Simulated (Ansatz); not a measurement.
The system is Ir.

```
CELL_PARAMETERS angstrom
2.75138 0.00000 0.00000
-1.37569 2.38276 0.00000
0.00000 0.00000 4.46229
ATOMIC_POSITIONS crystal
Ir 0.33333 0.66667 0.25000
Ir 0.66667 0.33333 0.75000
```

This isn't the form of Ir at room conditions, which is fcc.

- Program: Ansatz 0.2.0
- Task: relaxation of cell and atoms
- Functional: BLYP
- Potentials or basis: Ansatz PAW
- Cutoff: 420 eV (not typed: the program's choice for these potentials)
- k mesh: 11 × 11 × 6
- Occupations: fermi-dirac, width 0.05 eV
- Spin: no spin polarisation

At the start: volume 14.63 Å³/atom.

**Question.** Where does the relaxation end?

**Answer.** It ends after 5 steps and the volume is 15.33 Å³/atom (+4.8 %); space group P6_3/mmc (No. 194, to 0.05 Å).

Step by step:
```
step  energy change (eV)  largest force (eV/Å)  volume (Å³)
   1              0.0000                0.0000        29.25
   2             -0.0617                0.0000        30.94
   3             -0.0639                0.0000        30.68
   4             -0.0639                0.0000        30.67
   5             -0.0644                0.0000        30.67
```

Final structure:
```yaml
crystal:
  lattice:
    - [2.79640, 0.00000, 0.00000]
    - [-1.39820, 2.42175, 0.00000]
    - [0.00000, 0.00000, 4.52878]
  atoms:
    - { symbol: Ir, position: [0.33333, 0.66667, 0.25000] }
    - { symbol: Ir, position: [0.66667, 0.33333, 0.75000] }
```

Caveat: the plane-wave basis is chosen anew once the cell has moved, so the energies of steps on either side of that aren't comparable; the PAW data sets come from PBE, with cores solved anew for the run's functional, which leaves a small shift of forces and pressure.
